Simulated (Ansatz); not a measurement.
The system is Tl.

```
Tl
1.0
     3.50864    0.00000    0.00000
    -1.75432    3.03857    0.00000
     0.00000    0.00000   11.26560
Tl
4
Direct
  0.66667 0.33333 0.75000
  0.00000 0.00000 0.50000
  0.33333 0.66667 0.25000
  0.00000 0.00000 0.00000
```

Base run:

```yaml
Program: Ansatz 0.2.0
Functional: PBEsol
Potentials_or_basis: all-electron LAPW, scalar-relativistic
Cutoff: 147 eV
Density_cutoff: 590 eV
Basis_error_allowed: 0.002 eV/atom
k_mesh: 9 × 9 × 3
Occupations: fermi-dirac, width 0.05 eV
Spin: no spin polarisation
```

Its results: pressure -1.7 GPa.

After a change of settings the same cell gave: pressure 1.2 GPa. Which change was it?
A. basis error allowed from 0.002 eV/atom to 0.001 eV/atom
B. functional from PBEsol to LDA
C. functional from PBEsol to PBE

C.

PBE binds less tightly than PBEsol, so the same cell stands under more pressure.

Not every run made on this cell is shown here.
